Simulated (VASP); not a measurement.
# BN (R3m) in VASP: further runs, part 2 of 2

VASP 6.6.1.

## Step 4: Relaxation of cell and atoms, PBE

The input, INCAR:

```
SYSTEM = BN
PREC = Accurate
ENCUT = 480
EDIFF = 1E-6
ISMEAR = -1
SIGMA = 0.05
LREAL = .FALSE.
LASPH = .TRUE.
NELM = 80
ALGO = Normal
ISIF = 3
LWAVE = .FALSE.
LCHARG = .FALSE.
GGA = PE
IBRION = 2
NSW = 40
EDIFFG = -0.005
```

The input, KPOINTS:

```
regular mesh
0
G
  12 12 12
  0 0 0
```

The input, POSCAR:

```
BN
1.0
    1.2511217832      0.7223354983      3.3729344033
   -1.2511217832      0.7223354983      3.3729344033
    0.0000000000     -1.4446709966      3.3729344033
N B
1 1
Direct
    0.6672382000      0.6672382000      0.6672382000
    0.0003288000      0.0003288000      0.0003288000
```

Potentials or basis: VASP PAW PBE potentials, release 64 (N_s, B_s).

Command:

```sh
> cat potpaw_PBE.64/N_s/POTCAR potpaw_PBE.64/B_s/POTCAR > POTCAR
> mpirun -np 1 vasp_std > vasp.out
```

Wall time 5.1 min (1 thread of Intel Xeon Platinum 8375C at 2.90GHz (Ice Lake), shared host); peak memory 0.14 GiB.

It converged, with:

```
Free energy                            : -17.5679 eV
Relaxed volume                         : 10.54 Å³/atom
Relaxed cell                           : a = 4.112 Å, b = 4.112 Å, c = 4.112 Å, α = 35.62°, β = 35.62°, γ = 35.62°
Space group after relaxing (to 0.05 Å) : R3m (No. 160)
Energy gained by relaxing              : 7.5 meV/atom
Ionic steps                            : 13
Pressure after relaxing                : 0.0 GPa
Band gap on the k mesh                 : 4.47 eV, indirect (least direct gap 4.65 eV)
```

The path:
```
step  energy change (eV)  largest force (eV/Å)  pressure (GPa)  volume (Å³)
   1              0.0000                0.0032            4.43        18.29
   2              0.0082                0.0013           -6.37        18.97
   3             -0.0037                0.0016            0.40        18.53
   4             -0.0048                0.0015            0.33        18.63
   5             -0.0078                0.0003            0.21        18.91
   6             -0.0118                0.0047            0.04        19.49
   7             -0.0149                0.0223           -0.13        20.65
   8             -0.0150                0.0272           -0.15        20.91
   9             -0.0150                0.0304           -0.16        21.08
  10             -0.0120                0.1791            2.49        20.94
  11             -0.0151                0.0093            0.09        21.07
  12             -0.0147                0.0774           -0.72        21.12
  13             -0.0151                0.0000            0.00        21.08
```

Final structure:
```
N B
1.0
     1.25762    0.72609    3.84682
    -1.25762    0.72609    3.84682
     0.00000   -1.45218    3.84682
N B
1 1
Cartesian
  0.0000 0.0000 7.6991
  0.0000 0.0000 0.0050
```

Levels at points of the mesh, in eV from the valence-band top:
```tsv
k point	band 1	band 2	band 3	band 4	band 5	band 6	band 7	band 8
(0.00, 0.00, 0.00)	-17.64	-4.67	-1.36	-1.36	4.60	11.50	11.50	12.62
(0.50, 0.00, 0.00)	-14.56	-8.88	-4.13	-0.76	5.05	9.61	12.52	13.89
(0.50, 0.50, 0.00)	-14.54	-8.84	-4.14	-1.02	4.47	9.77	13.41	15.74
(0.50, 0.50, 0.50)	-17.56	-5.65	-1.36	-1.36	8.58	10.93	11.48	11.48
```

Caveat: the volume moved by over 15 % at a fixed basis, so the end points are rough.

## Step 5: Relaxation of cell and atoms, PBE

The input, INCAR:

```
SYSTEM = BN
PREC = Accurate
ENCUT = 600
EDIFF = 1E-6
ISMEAR = -1
SIGMA = 0.05
LREAL = .False.
LASPH = .True.
NELM = 80
ALGO = Fast
ISIF = 3
LWAVE = .False.
LCHARG = .False.
GGA = PE
IBRION = 2
NSW = 40
EDIFFG = -0.01
```

The input, KPOINTS:

```
Automatic mesh
0
Gamma
  12 12 12
  0 0 0
```

POSCAR is that of step 4.

Potentials or basis: VASP PAW PBE potentials, release 54 (N, B).

Command:

```sh
> cat potpaw_PBE.54/N/POTCAR potpaw_PBE.54/B/POTCAR > POTCAR
> mpirun -np 1 vasp_std > vasp.out
```

OUTCAR:

```text
SYSTEM = BN
   PREC = Accurate
   ENCUT = 600
   EDIFF = 1E-6
   ISMEAR = -1
   LREAL = .False.
   LASPH = .True.
   NELM = 80
   ISIF = 3
   GGA = PE
   IBRION = 2
   NSW = 40
   EDIFFG = -0.01

 ion  position               nearest neighbor table
   1  0.667  0.667  0.667-   2 1.44   2 1.44   2 1.44
   2  0.000  0.000  0.000-   1 1.44   1 1.44   1 1.44

  LATTYP: Found a trigonal (rhomboedric) cell.
 ALAT       =     3.6692997666
 COS(alpha) =     0.7674786797

  Lattice vectors:

 A1 = (   1.2511217832,   0.7223354983,   3.3729344033)
 A2 = (  -1.2511217832,   0.7223354983,   3.3729344033)
 A3 = (   0.0000000000,  -1.4446709966,   3.3729344033)

Analysis of symmetry for initial positions (statically):
=====================================================================
 Subroutine PRICEL returns:
 Original cell was already a primitive cell.

 Routine SETGRP: Setting up the symmetry group for a
 trigonal (rhombohedral) supercell.

 Subroutine GETGRP returns: Found  6 space group operations
 (whereof  6 operations were pure point group operations)
 out of a pool of 12 trial point group operations.

The static configuration has the point symmetry C_3v.

Analysis of symmetry for dynamics (positions and initial velocities):
=====================================================================
 Subroutine PRICEL returns:
 Original cell was already a primitive cell.

 Routine SETGRP: Setting up the symmetry group for a
 trigonal (rhombohedral) supercell.

 Subroutine GETGRP returns: Found  6 space group operations
 (whereof  6 operations were pure point group operations)
 out of a pool of 12 trial point group operations.

The dynamic configuration has the point symmetry C_3v.

 Subroutine INISYM returns: Found  6 space group operations
 (whereof  6 operations are pure point group operations),
 and found     1 'primitive' translations

----------------------------------------------------------------------------------------

                                     Primitive cell

  volume of cell :      18.2893

  direct lattice vectors                    reciprocal lattice vectors
     1.251121783  0.722335498  3.372934403     0.399641351  0.230733042  0.098825916
[... 140 lines left out ...]

  FORCE on cell =-STRESS in cart. coord.  units (eV):
  Direction    XX          YY          ZZ          XY          YZ          ZX
  --------------------------------------------------------------------------------------
  -------------------------------------------------------------------------------------
  Total        0.4746711      0.4746711      0.2495009      0.0000000      0.0000000      0.0000000
  in kB       41.5820280     41.5820280     21.8567170      0.0000000      0.0000000      0.0000000
  external PRESSURE =      35.0069243 kB  Pullay stress =       0.0000000 kB
[... 89 lines left out ...]
  FREE ENERGIE OF THE ION-ELECTRON SYSTEM (eV)
  ---------------------------------------------------
  free  energy   TOTEN  =       -17.5865656216 eV

  energy  without entropy=      -17.5865656216  energy(sigma->0) =      -17.58656562

 E-fermi :   2.7377     XC(G=0):  -9.5789

 val. band max:        1.6652306387   @ k =  -0.3333   0.3333   0.0000
 cond. band min:       6.0251886834   @ k =   0.5000   0.5000  -0.0000
 fundamental gap:      4.3599580447
 Fermi energy:         2.7376686311

 k-point     1 :       0.0000    0.0000    0.0000
  band No.  band energies     occupation
      1     -16.0157      2.00000
      2      -2.7430      2.00000
      3       0.3428      2.00000
      4       0.3428      2.00000
      5       6.5414      0.00000
      6      13.2264      0.00000
      7      13.2264      0.00000
      8      14.5477      0.00000
[... 243 lines left out ...]
 k-point    24 :      -0.4167    0.1667    0.0000
  band No.  band energies     occupation
      1     -12.6475      2.00000
      2      -6.8832      2.00000
      3      -3.7585      2.00000
      4       1.2856      2.00000
      5       6.7437      0.00000
      6      13.0383      0.00000
      7      14.9837      0.00000
      8      15.8141      0.00000

 [... further k-points ...]

[... ionic steps 4 to 15 ...]

--------------------------------------- Ionic step       16  -------------------------------------------

 number of electron       8.0000000 magnetization

------------------------ aborting loop because EDIFF is reached ----------------------------------------
[... 67 lines left out ...]
--------------------------------------- Ionic step       18  -------------------------------------------

 number of electron       8.0000000 magnetization

 Free energy of the ion-electron system (eV)
  ---------------------------------------------------
  ext. energy  EPLUGINS =         0.00000000
  ---------------------------------------------------
  free energy    TOTEN  =       -17.60065480 eV

  energy without entropy =      -17.60065480  energy(sigma->0) =      -17.60065480

 E-fermi :   2.2183     XC(G=0):  -9.0995

 val. band max:        1.1438710400   @ k =  -0.3333   0.3333   0.0000
 cond. band min:       5.6171611431   @ k =   0.5000   0.5000  -0.0000
 fundamental gap:      4.4732901030
 Fermi energy:         2.2182517867

 k-point     1 :       0.0000    0.0000    0.0000
  band No.  band energies     occupation
      1     -16.5035      2.00000
      2      -3.5334      2.00000
      3      -0.1963      2.00000
      4      -0.1963      2.00000
      5       5.7459      0.00000
      6      12.6733      0.00000
      7      12.6733      0.00000
      8      13.8073      0.00000
[... 282 lines left out ...]
  FREE ENERGIE OF THE ION-ELECTRON SYSTEM (eV)
  ---------------------------------------------------
  free  energy   TOTEN  =       -17.6006548002 eV

  energy  without entropy=      -17.6006548002  energy(sigma->0) =      -17.60065480

 reached required accuracy - stopping structural energy minimisation
```

OSZICAR:

```text
N       E                     dE             d eps       ncg     rms          rms(c)
DAV:   1     0.174460647268E+02    0.17446E+02   -0.52028E+03  3072   0.105E+03
DAV:   2    -0.188355866652E+02   -0.36282E+02   -0.35013E+02  4104   0.196E+02
DAV:   3    -0.193802670108E+02   -0.54468E+00   -0.54468E+00  3704   0.294E+01
[... 141 lines left out ...]
       N       E                     dE             d eps       ncg     rms          rms(c)
DAV:   1    -0.176006854817E+02   -0.37958E-04   -0.11342E-03  3464   0.300E-01    0.296E-02
RMM:   2    -0.176006592507E+02    0.26231E-04   -0.35006E-05  3024   0.580E-02    0.102E-02
RMM:   3    -0.176006556336E+02    0.36171E-05   -0.10068E-05  3022   0.301E-02    0.414E-03
RMM:   4    -0.176006548002E+02    0.83345E-06   -0.15920E-06  2286   0.135E-02
  18 F= -.17600655E+02 E0= -.17600655E+02  d E =-.759244E-05
```

CONTCAR:

```text
BN
   1.00000000000000
     1.2561451769488288    0.7252357560329079    3.8423013623038962
    -1.2561451769488288    0.7252357560329079    3.8423013623038962
    -0.0000000000000000   -1.4504715120658151    3.8423013623038962
  N               B
     1     1
Direct
     0.6671135523504402    0.6671135523504402    0.6671135523504402
     0.0004534476495580    0.0004534476495580    0.0004534476495580

  0.00000000E+00  0.00000000E+00  0.00000000E+00
  0.00000000E+00  0.00000000E+00  0.00000000E+00
```

Run time: 7.1 min. Hardware: 1 thread of Intel Xeon Platinum 8375C at 2.90GHz (Ice Lake), shared host; peak memory 0.17 GiB.

Results:

```yaml
Free_energy: -17.6007 eV
Relaxed_volume: 10.50 Å³/atom
Relaxed_cell: a = 4.107 Å, b = 4.107 Å, c = 4.107 Å, α = 35.62°, β = 35.62°, γ = 35.62°
Space_group_after_relaxing_to_0.05_Å: R3m (No. 160)
Energy_gained_by_relaxing: 8.2 meV/atom
Ionic_steps: 18
Pressure_after_relaxing: 0.0 GPa
Largest_force_after_relaxing: 0.007 eV/Å
Band_gap_on_the_k_mesh: 4.47 eV, indirect (least direct gap 4.66 eV)
```

Forces in eV/Å, atoms in the order of the input:
```
N    0.000  0.000  0.007
B    0.000  0.000 -0.007
```

The path:
```csv
step,energy change (eV),largest force (eV/Å),pressure (GPa),volume (Å³)
1,0.0000,0.0031,3.50,18.29
2,0.0035,0.0005,-4.39,18.82
3,-0.0023,0.0017,0.31,18.49
4,-0.0036,0.0015,0.30,18.59
5,-0.0070,0.0001,0.37,18.90
6,-0.0118,0.0064,0.53,19.50
7,-0.0160,0.0274,0.85,20.71
8,-0.0097,0.0546,-4.39,21.43
9,-0.0163,0.0128,-0.10,20.83
10,-0.0163,0.0131,-0.06,20.83
11,-0.0163,0.0306,-0.03,20.88
12,-0.0163,0.0173,-0.02,20.87
13,-0.0164,0.0132,0.28,20.90
14,-0.0164,0.0141,0.22,20.89
15,-0.0164,0.0055,0.16,20.92
16,-0.0164,0.0143,0.01,20.99
17,-0.0164,0.0122,0.03,20.99
18,-0.0164,0.0072,0.01,21.00
```

Final structure:
```xyz
2
Lattice="1.2561 0.7252 3.8423 -1.2561 0.7252 3.8423 0.0000 -1.4505 3.8423" Properties=species:S:1:pos:R:3 pbc="T T T"
N     0.0000    0.0000    7.6898
B     0.0000    0.0000    0.0052
```

## Step 6: Summary

```tsv
task	potentials or basis	cell	cutoff (eV)	smearing	gap on the mesh (eV)	pressure (GPa)	relaxed volume (Å³/atom)
single point	VASP PAW PBE potentials, release 64 (N, B)	as given	520	gaussian 0.029 eV	4.28	3.6	-
relaxation of cell and atoms	VASP PAW PBE potentials, release 64 (N_h, B_h)	relaxed	980	fermi-dirac 0.05 eV	4.42	0.0	10.07
relaxation of cell and atoms	VASP PAW PBE potentials, release 64 (N_s, B_s)	relaxed	480	fermi-dirac 0.05 eV	4.47	0.0	10.54
relaxation of cell and atoms	VASP PAW PBE potentials, release 54 (N, B)	relaxed	600	fermi-dirac 0.05 eV	4.47	0.0	10.50
```

Alike in all rows: level PBE; no spin polarisation; k mesh 12 × 12 × 12.

Caveats: the volume moved by over 15 % at a fixed basis, so the end points are rough (some runs).

Total energies depend on the potentials used, so only differences within one code and one set of settings carry meaning.
